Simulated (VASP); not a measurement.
Write the native input for VASP 6.6.1 that does the following.

- Task: single point
- Functional: PBE
- Potentials or basis: VASP PAW PBE potentials, release 64 (Be, Te)
- Cutoff: 520 eV
- k mesh: 8 × 8 × 8
- Occupations: gaussian, width 0.05 eV
- Spin: no spin polarisation
- Dipole correction: no
- Further INCAR settings: ALGO = Fast; EDIFF = 1e-06; NBANDS = 11

The structure of BeTe lies in POSCAR:

```
BeTe
1.0
    0.0000000000      2.7284500000      2.8531000000
    2.7284500000      0.0000000000      2.8531000000
    2.7284500000      2.7284500000      0.0000000000
Be Te
1 1
Direct
    0.0000000000      0.0000000000      0.0000000000
    0.7500000000      0.7500000000      0.7500000000
```

The cell isn't the ideal one: strain -0.015 along x and y, +0.030 along z, atoms carried along.

The input as run:

INCAR

```
ALGO = Fast
EDIFF = 1E-6
ENCUT = 520
GGA = PE
ISIF = 2
ISMEAR = 0
LASPH = T
LCHARG = F
LREAL = F
LWAVE = F
NBANDS = 11
NELM = 100
PREC = Accurate
SIGMA = 0.05
```

KPOINTS

```
k-points
0
Gamma
  8 8 8
```

Potentials or basis: VASP PAW PBE potentials, release 64 (Be, Te).

Launch:

```bash
$ cat potpaw_PBE.64/Be/POTCAR potpaw_PBE.64/Te/POTCAR > POTCAR
$ mpirun -np 1 vasp_std > vasp.out
```

It gave:

```yaml
Pressure: 4.5 GPa
Band_gap_on_the_k_mesh: 1.65 eV, indirect (least direct gap 3.45 eV)
```

Caveat: spin-orbit coupling is left out, which moves the levels of the heavy elements.

Run time: 24 s on 1 thread of Intel(R) Xeon(R) Platinum 8488C (Sapphire Rapids), on a shared host, peak memory 0.17 GiB.
